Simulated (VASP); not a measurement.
# Cu3Au (Auricupride) (Pm-3m) in VASP: a series of runs

The runs below take Cu3Au (Auricupride) through band structure, with PBE, TPSS, revTPSS, MS2.

All numbers are computed with VASP 6.6.1; they aren't measurements. Logs are shortened: lines on timing, memory, paths and dates and some standing lists are left out, and cuts for length are marked.

## 1. The structure

The structure is cubic, space group Pm-3m (No. 221). Conventional cell: a = 3.740 Å, b = 3.740 Å, c = 3.740 Å, α = 90.00°, β = 90.00°, γ = 90.00°. Au (site symmetry m-3m) is surrounded by 12 Cu at 2.64 Å. Around Cu (site symmetry 4/mmm) lie 4 Au at 2.64 Å and 8 Cu at 2.64 Å.

## 2. Band structure, PBE

POSCAR reads:

```
Cu3Au
1.0
    3.7400000000      0.0000000000      0.0000000000
    0.0000000000      3.7400000000      0.0000000000
    0.0000000000      0.0000000000      3.7400000000
Au Cu
1 3
Direct
    0.0000000000      0.0000000000      0.0000000000
    0.5000000000      0.5000000000      0.0000000000
    0.5000000000      0.0000000000      0.5000000000
    0.0000000000      0.5000000000      0.5000000000
```

INCAR.step1 reads:

```
SYSTEM = Cu3Au
PREC = Accurate ; ENCUT = 520
EDIFF = 1E-7 ; ISMEAR = -1
SIGMA = 0.05 ; LREAL = .False.
LASPH = .True. ; NELM = 80
ALGO = Normal ; ISIF = 2
LWAVE = .False. ; LCHARG = .True.
LMAXMIX = 4 ; GGA = PE
NBANDS = 30
```

KPOINTS.step1 reads:

```
regular mesh
0
Gamma
  7 7 7
  0 0 0
```

INCAR.step2 reads:

```
SYSTEM = Cu3Au
PREC = Accurate ; ENCUT = 520
EDIFF = 1E-7 ; ISMEAR = 0
SIGMA = 0.05 ; LREAL = .False.
LASPH = .True. ; NELM = 80
ALGO = Normal ; ISIF = 2
LWAVE = .False. ; LCHARG = .False.
LMAXMIX = 4 ; GGA = PE
NBANDS = 30 ; ICHARG = 11
```

KPOINTS.step2 reads:

```
path GXMGRX,MR
10
line-mode
reciprocal
 0.0000000000  0.0000000000  0.0000000000  G
 0.0000000000  0.5000000000  0.0000000000  X

 0.0000000000  0.5000000000  0.0000000000  X
 0.5000000000  0.5000000000  0.0000000000  M

 0.5000000000  0.5000000000  0.0000000000  M
 0.0000000000  0.0000000000  0.0000000000  G

 0.0000000000  0.0000000000  0.0000000000  G
 0.5000000000  0.5000000000  0.5000000000  R

 0.5000000000  0.5000000000  0.5000000000  R
 0.0000000000  0.5000000000  0.0000000000  X

 0.5000000000  0.5000000000  0.0000000000  M
 0.5000000000  0.5000000000  0.5000000000  R
```

Potentials or basis: VASP PAW PBE potentials, release 54 (Au, Cu).

The run is started by

```
cat potpaw_PBE.54/Au/POTCAR potpaw_PBE.54/Cu/POTCAR > POTCAR
cp INCAR.step1 INCAR
cp KPOINTS.step1 KPOINTS
mpirun -np 1 vasp_std > vasp.out
cp INCAR.step2 INCAR
cp KPOINTS.step2 KPOINTS
mpirun -np 1 vasp_std > vasp.out
```

OUTCAR:

```text
SYSTEM = Cu3Au
   PREC = Accurate
   ENCUT = 520
   EDIFF = 1E-7
   ISMEAR = 0
   LREAL = .False.
   LASPH = .True.
   NELM = 80
   ISIF = 2
   GGA = PE
   ICHARG = 11

 ion  position               nearest neighbor table
   1  0.000  0.000  0.000-   2 2.64   3 2.64   4 2.64   3 2.64   4 2.64   2 2.64   4 2.64   4 2.64
                             2 2.64   3 2.64   3 2.64   2 2.64
   2  0.500  0.500  0.000-   1 2.64   3 2.64   4 2.64   3 2.64   4 2.64   1 2.64   3 2.64   3 2.64
                             1 2.64   4 2.64   4 2.64   1 2.64
   3  0.500  0.000  0.500-   1 2.64   2 2.64   4 2.64   1 2.64   2 2.64   2 2.64   4 2.64   2 2.64
                             1 2.64   4 2.64   1 2.64   4 2.64
   4  0.000  0.500  0.500-   1 2.64   2 2.64   3 2.64   1 2.64   2 2.64   1 2.64   3 2.64   1 2.64
                             2 2.64   3 2.64   2 2.64   3 2.64

  LATTYP: Found a simple cubic cell.
 ALAT       =     3.7400000000

  Lattice vectors:

 A1 = (   3.7400000000,   0.0000000000,   0.0000000000)
 A2 = (   0.0000000000,   3.7400000000,   0.0000000000)
 A3 = (   0.0000000000,   0.0000000000,   3.7400000000)

Analysis of symmetry for initial positions (statically):
=====================================================================
 Subroutine PRICEL returns:
 Original cell was already a primitive cell.

 Routine SETGRP: Setting up the symmetry group for a
 simple cubic supercell.

 Subroutine GETGRP returns: Found 48 space group operations
 (whereof 48 operations were pure point group operations)
 out of a pool of 48 trial point group operations.

The static configuration has the point symmetry O_h .

Analysis of symmetry for dynamics (positions and initial velocities):
=====================================================================
 Subroutine PRICEL returns:
 Original cell was already a primitive cell.

 Routine SETGRP: Setting up the symmetry group for a
 simple cubic supercell.

 Subroutine GETGRP returns: Found 48 space group operations
 (whereof 48 operations were pure point group operations)
 out of a pool of 48 trial point group operations.

The dynamic configuration has the point symmetry O_h .

 Subroutine INISYM returns: Found 48 space group operations
 (whereof 48 operations are pure point group operations),
 and found     1 'primitive' translations

----------------------------------------------------------------------------------------

                                     Primitive cell

  volume of cell :      52.3136

  direct lattice vectors                    reciprocal lattice vectors
     3.740000000  0.000000000  0.000000000     0.267379679  0.000000000  0.000000000
     0.000000000  3.740000000  0.000000000     0.000000000  0.267379679  0.000000000
     0.000000000  0.000000000  3.740000000     0.000000000  0.000000000  0.267379679

  length of vectors
     3.740000000  3.740000000  3.740000000     0.267379679  0.267379679  0.267379679

  position of ions in fractional coordinates (direct lattice)
     0.000000000  0.000000000  0.000000000
     0.500000000  0.500000000  0.000000000
     0.500000000  0.000000000  0.500000000
     0.000000000  0.500000000  0.500000000

  ion indices of the primitive-cell ions
   primitive index   ion index
                 1           1
                 2           2
                 3           3
                 4           4

----------------------------------------------------------------------------------------

 KPOINTS: path GXMGRX,MR

Interpolating k-points between supplied coordinates.

 Line segments in fractional coordinates (reciprocal lattice):
    0.000000  0.000000  0.000000  ...  0.000000  0.500000  0.000000
    0.000000  0.500000  0.000000  ...  0.500000  0.500000  0.000000
    0.500000  0.500000  0.000000  ...  0.000000  0.000000  0.000000
    0.000000  0.000000  0.000000  ...  0.500000  0.500000  0.500000
    0.500000  0.500000  0.500000  ...  0.000000  0.500000  0.000000
    0.500000  0.500000  0.000000  ...  0.500000  0.500000  0.500000

 Generated    10 points on each line segment, for a total of     60 k-points:

 Following reciprocal coordinates:
            Coordinates               Weight
  0.000000  0.000000  0.000000      0.016667
  0.000000  0.055556  0.000000      0.016667
  0.000000  0.111111  0.000000      0.016667
  0.000000  0.166667  0.000000      0.016667
  0.000000  0.222222  0.000000      0.016667
  0.000000  0.277778  0.000000      0.016667
[... 16 lines left out ...]
  0.388889  0.388889  0.000000      0.016667
  0.333333  0.333333  0.000000      0.016667
 [... further k-points ...]
   k-points           NKPTS =     60   k-points in BZ     NKDIM =     60   number of bands    NBANDS=     30
   number of dos      NEDOS =    301   number of ions     NIONS =      4
   total plane-waves  NPLWV =  21952
   dimension x,y,z NGX =    28 NGY =   28 NGZ =   28
   dimension x,y,z NGXF=    56 NGYF=   56 NGZF=   56
   ions per type =               1   3
   NGX,Y,Z   is equivalent  to a cutoff of  12.45, 12.45, 12.45 a.u.
   NGXF,Y,Z  is equivalent  to a cutoff of  24.89, 24.89, 24.89 a.u.
 SYSTEM =  Cu3Au
   PREC   = accura    normal or accurate (medium, high low for compatibility)
   ISTART =      0    job   : 0-new  1-cont  2-samecut
   ICHARG =     11    charge: 1-file 2-atom 10-const
   ISPIN  =      1    spin polarized calculation?
   LNONCOLLINEAR =      F non collinear calculations
   LSORBIT =      F    spin-orbit coupling
   LASPH  =      T    aspherical Exc in radial PAW
   ENCUT  =  520.0 eV  38.22 Ry    6.18 a.u.   6.95  6.95  6.95*2*pi/ulx,y,z
   NELM   =     80;   NELMIN=  2; NELMDL=  0     # of ELM steps
   EDIFF  = 0.1E-06   stopping-criterion for ELM
   LREAL  =      F    real-space projection
   EDIFFG = 0.1E-05   stopping-criterion for IOM
   NSW    =      0    number of steps for IOM
   IBRION =     -1    ionic relax: 0-MD 1-quasi-New 2-CG
   NFREE  =      0    steps in history (QN), initial steepest desc. (CG)
   ISIF   =      2    stress and relaxation
   ISYM   =      2    0-nonsym 1-usesym 2-fastsym
   POTIM  = 0.5000    time-step for ionic-motion
   TEBEG  =    0.0;   TEEND  =   0.0 temperature during run
   PSTRESS=    0.0 pullay stress
   NELECT =      44.0000    total number of electrons
   NUPDOWN=      -1.0000    fix difference up-down
   EMIN   =  10.00;   EMAX   =-10.00  energy-range for DOS
   EFERMI =   0.00;   METHOD = LEGACY
   ISMEAR =     0;   SIGMA  =   0.05  broadening in eV -4-tet -1-fermi 0-gaus
   EFERMI_NEDOS =   21; number of points for ismear=-14 and -15
   IALGO  =     38    algorithm
   IMIX   =      4    mixing-type and parameters
     AMIX     =   0.40;   BMIX     =  1.00
     AMIX_MAG =   1.60;   BMIX_MAG =  1.00
  volume/ion in A,a.u.               =      13.08        88.26
  Fermi-wavevector in a.u.,A,eV,Ry     =   1.545328  2.920247 32.491255  2.388040
  Thomas-Fermi vector in A             =   2.650723
   LORBIT       =      0    0 simple, 1 ext, 2 COOP (PROOUT), +10 PAW based schemes
   GGA     = PE    functional components
   LHFCALC =     F    Hartree Fock is set to
   AEXX    =    0.0000 exact exchange contribution
   IVDW    =     0    specifies the selected vdW correction
   LEPSILON=     F    determine dielectric tensor
   LRPA    =     F    only Hartree local field effects (RPA)
 non-spin polarized calculation
 Gauss-broadening in eV      SIGMA  =   0.05
  energy-cutoff  :      520.00
  volume of cell :       52.31
 maximum number of plane-waves:      1434
 NGX is ok and might be reduce to    28

 number of electron      44.0000060 magnetization

 Free energy of the ion-electron system (eV)
  ---------------------------------------------------
  ext. energy  EPLUGINS =         0.00000000
  ---------------------------------------------------
  free energy    TOTEN  =       -12.65599315 eV

  energy without entropy =      -12.65224616  energy(sigma->0) =      -12.65411966

 E-fermi :   7.9373     XC(G=0): -12.7373

 val. band max:        7.9270711841   @ k =   0.5000   0.5000   0.1667
 cond. band min:       7.9379376293   @ k =   0.5000   0.5000   0.1111
 fundamental gap:      0.0108664452
 Fermi energy:         7.9372731443

 k-point     1 :       0.0000    0.0000    0.0000
  band No.  band energies     occupation
      1      -1.3355      2.00000
      2       1.9191      2.00000
      3       1.9191      2.00000
      4       2.7513      2.00000
      5       2.7513      2.00000
      6       2.7513      2.00000
[... 22 lines left out ...]
     29      19.4169      0.00000
     30      19.4169      0.00000

 k-point     2 :       0.0000    0.0556    0.0000
  band No.  band energies     occupation
      1      -1.2980      2.00000
      2       1.9334      2.00000
      3       1.9377      2.00000
      4       2.7591      2.00000
      5       2.7605      2.00000
      6       2.7605      2.00000
[... 22 lines left out ...]
     29      19.4001      0.00000
     30      19.4001      0.00000

 k-point     3 :       0.0000    0.1111    0.0000
  band No.  band energies     occupation
      1      -1.1861      2.00000
      2       1.9750      2.00000
      3       1.9913      2.00000
      4       2.7818      2.00000
      5       2.7876      2.00000
      6       2.7876      2.00000
[... 22 lines left out ...]
     29      19.2870      0.00000
     30      19.2871      0.00000

 k-point     4 :       0.0000    0.1667    0.0000
  band No.  band energies     occupation
      1      -1.0021      2.00000
      2       2.0407      2.00000
      3       2.0722      2.00000
      4       2.8178      2.00000
      5       2.8318      2.00000
      6       2.8318      2.00000
[... 22 lines left out ...]
     29      18.9471      0.00000
     30      18.9471      0.00000

 k-point     5 :       0.0000    0.2222    0.0000
  band No.  band energies     occupation
      1      -0.7506      2.00000
      2       2.1247      2.00000
      3       2.1657      2.00000
      4       2.8638      2.00000
      5       2.8907      2.00000
      6       2.8907      2.00000
[... 22 lines left out ...]
     29      18.5290      0.00000
     30      18.6786      0.00000
[... 526 lines left out ...]
     29      18.7672      0.00000
     30      18.8040      0.00000

 k-point    22 :       0.4444    0.4444    0.0000
  band No.  band energies     occupation
      1       1.9153      2.00000
      2       2.3229      2.00000
      3       3.1989      2.00000
      4       3.2172      2.00000
      5       3.4543      2.00000
      6       3.6528      2.00000
[... 22 lines left out ...]
     29      18.8200      0.00000
     30      19.1188      0.00000

 k-point    23 :       0.3889    0.3889    0.0000
  band No.  band energies     occupation
      1       1.6333      2.00000
      2       2.2436      2.00000
      3       3.1528      2.00000
      4       3.2150      2.00000
      5       3.2325      2.00000
      6       3.3650      2.00000
[... 22 lines left out ...]
     29      18.8667      0.00000
     30      19.2614      0.00000

 k-point    24 :       0.3333    0.3333    0.0000
  band No.  band energies     occupation
      1       1.0377      2.00000
      2       2.3335      2.00000
      3       3.0445      2.00000
      4       3.0851      2.00000
      5       3.0901      2.00000
      6       3.1893      2.00000
[... 22 lines left out ...]
     29      18.9399      0.00000
     30      19.2925      0.00000

 [... further k-points ...]

------------------------ aborting loop because EDIFF is reached ----------------------------------------

  FORCE on cell =-STRESS in cart. coord.  units (eV):
  Direction    XX          YY          ZZ          XY          YZ          ZX
  --------------------------------------------------------------------------------------
  -------------------------------------------------------------------------------------
  Total        9.3958609      9.3958609      9.3958609     -0.0000000      0.0000000      0.0000000
  in kB      287.7612790    287.7612790    287.7612790     -0.0000000      0.0000000      0.0000000
  external PRESSURE =     287.7612790 kB  Pullay stress =       0.0000000 kB

 VOLUME and BASIS-vectors are now :
 -----------------------------------------------------------------------------
  energy-cutoff  :      520.00
  volume of cell :       52.31
      direct lattice vectors                 reciprocal lattice vectors
     3.740000000  0.000000000  0.000000000     0.267379679  0.000000000  0.000000000
     0.000000000  3.740000000  0.000000000     0.000000000  0.267379679  0.000000000
     0.000000000  0.000000000  3.740000000     0.000000000  0.000000000  0.267379679

 POSITION                                       TOTAL-FORCE (eV/Angst)
 -----------------------------------------------------------------------------------
      0.00000      0.00000      0.00000         0.000000      0.000000      0.000000
      1.87000      1.87000      0.00000         0.000000      0.000000      0.000000
      1.87000      0.00000      1.87000         0.000000      0.000000      0.000000
      0.00000      1.87000      1.87000         0.000000      0.000000      0.000000
 -----------------------------------------------------------------------------------
    total drift:                                0.000000      0.000000      0.000000

  FREE ENERGIE OF THE ION-ELECTRON SYSTEM (eV)
  ---------------------------------------------------
  free  energy   TOTEN  =       -12.6559931524 eV

  energy  without entropy=      -12.6522461613  energy(sigma->0) =      -12.65411966
```

Wall time 68 s (1 thread of Intel Xeon Platinum 8488C (Sapphire Rapids), shared host); peak memory 0.2 GiB.

Results:

```yaml
Band_gap_along_the_path: none (metal or under the smearing width)
```

Levels at the corners of the path, in eV from the Fermi level:
| point | band 18 | band 19 | band 20 | band 21 | band 22 | band 23 | band 24 | band 25 | band 26 | band 27 |
| --- | --- | --- | --- | --- | --- | --- | --- | --- | --- | --- |
| Γ | -1.48 | -1.33 | -1.33 | -1.33 | 1.32 | 1.32 | 1.32 | 6.08 | 7.66 | 7.66 |
| X | -2.19 | -1.95 | -1.88 | -1.48 | -1.33 | 5.88 | 5.88 | 6.66 | 6.66 | 7.15 |
| X | -2.19 | -1.95 | -1.88 | -1.48 | -1.33 | 5.88 | 5.88 | 6.66 | 6.66 | 7.15 |
| M | -2.26 | -2.18 | -2.10 | -0.46 | -0.46 | -0.35 | 0.41 | 8.66 | 9.59 | 9.59 |
| M | -2.26 | -2.18 | -2.10 | -0.46 | -0.46 | -0.35 | 0.41 | 8.66 | 9.59 | 9.59 |
| Γ | -1.48 | -1.33 | -1.33 | -1.33 | 1.32 | 1.32 | 1.32 | 6.08 | 7.66 | 7.66 |
| Γ | -1.48 | -1.33 | -1.33 | -1.33 | 1.32 | 1.32 | 1.32 | 6.08 | 7.66 | 7.66 |
| R | -1.55 | -1.55 | -1.55 | -1.03 | -1.00 | -1.00 | -1.00 | 2.55 | 4.24 | 4.24 |
| R | -1.55 | -1.55 | -1.55 | -1.03 | -1.00 | -1.00 | -1.00 | 2.55 | 4.24 | 4.24 |
| X | -2.19 | -1.95 | -1.88 | -1.48 | -1.33 | 5.88 | 5.88 | 6.66 | 6.66 | 7.15 |
| M | -2.26 | -2.18 | -2.10 | -0.46 | -0.46 | -0.35 | 0.41 | 8.66 | 9.59 | 9.59 |
| R | -1.55 | -1.55 | -1.55 | -1.03 | -1.00 | -1.00 | -1.00 | 2.55 | 4.24 | 4.24 |

Caveat: the log is that of the step along the path at fixed density, whose energy, stress, charges and moments have no meaning; spin-orbit coupling is left out, which moves the levels of the heavy elements.

(Part 1 of 3 ends here.)
